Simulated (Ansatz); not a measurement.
A series in volume scale on Hf

Results calculated with Ansatz 0.2.0, not measured. Periodic Kohn-Sham DFT of a crystal at fixed atoms, scaled to volume_scale times the given cell; pressure positive in compression, energy less spherical unpolarised free atoms, largest_vzz the field gradient of largest size among the nuclei.

The cell before it is scaled or strained (space group Im-3m, No. 229):
```
CELL_PARAMETERS angstrom
-1.77360 1.77360 1.77360
1.77360 -1.77360 1.77360
1.77360 1.77360 -1.77360
ATOMIC_POSITIONS crystal
Hf 0.00000 0.00000 0.00000
```

Settings of every row: method all-electron LAPW; functional PBE; relativity scalar; k mesh 16x16x16; filling fermi-dirac; smearing width 0.08 eV; basis error target 0.5 meV/atom; nucleus gaussian.

Atom start moment: 0 on all atoms.

Limits: no spin-orbit coupling on heavy atoms; the cell comes from a prototype or a list of computed structures and needn't be the stable phase.

| row | volume scale | V (Å³/atom) | pressure (GPa) | energy less free atoms (eV/atom) |
| --- | --- | --- | --- | --- |
| 1 | 0.9405 | 20.989 | 6.759 | -7.1383 |
| 2 | 0.98 | 21.87 | 2.091 | -7.1623 |
| 3 | 1 | 22.317 | ? | ? |
| 4 | 1.02 | 22.763 | -1.885 | -7.1626 |
| 5 | 1.06 | 23.656 | -5.231 | -7.1425 |

Question: what pressure and energy less free atoms should row 3 give?

Worked fit of pressure. Take u = (V_r/V)^(2/3) − 1 with V_r = 22.317 Å³ an atom, which is twice the finite (Eulerian) strain; such expansions in the strain, on which the Birch-Murnaghan equation of state is built, carry the rest volume and the bulk modulus. The shown rows have u = 0.04175, 0.01358, -0.01311, -0.0381. Least squares give pressure = 0.0146 + 149.042 × u + 298.9 × u² GPa; a straight line predicts inner rows, each left out in turn, worse (root mean square 0.3 against 0.0063 GPa). The rows lie off it by 0.001, -0.003, 0.003, -0.001. The pressure vanishes at u = -0.0001, or V = 22.32 Å³ an atom, and there the bulk modulus at fixed shape and fractions is B = −V dP/dV = (2/3)(1 + u) dP/du = 99.3 GPa. The withheld row has u = 0, so the fit gives 0.0146 + 149.042 × (0) + 298.9 × (0)² = 0.015 GPa.

The calculation gave 0.017 GPa. The fit lies 0.002 GPa (12 % of the value, 0.017 % of the column's range) below it; its largest miss of a shown row is 0.003 GPa.

Worked fit of energy less free atoms. Take u = (V_r/V)^(2/3) − 1 with V_r = 22.317 Å³ an atom, which is twice the finite (Eulerian) strain; such expansions in the strain, on which the Birch-Murnaghan equation of state is built, carry the rest volume and the bulk modulus. The shown rows have u = 0.04175, 0.01358, -0.01311, -0.0381. Least squares give energy less free atoms = −7.16521 − 0.0033 × u + 15.537 × u² eV/atom; a straight line predicts inner rows, each left out in turn, worse (root mean square 0.016 against 0.00022 eV/atom). The rows lie off it by 0.0000, 0.0001, -0.0001, 0.0000. Its lowest point lies at u = 0.0001, or V = 22.31 Å³ an atom, and the curvature there gives the bulk modulus at fixed shape and fractions, B = (4/9)(1 + u)² E″(u)/V = 99.2 GPa. The withheld row has u = 0, so the fit gives −7.16521 − 0.0033 × (0) + 15.537 × (0)² = -7.1652 eV/atom.

The calculation gave -7.1652 eV/atom. The fit meets it to the printed digit.
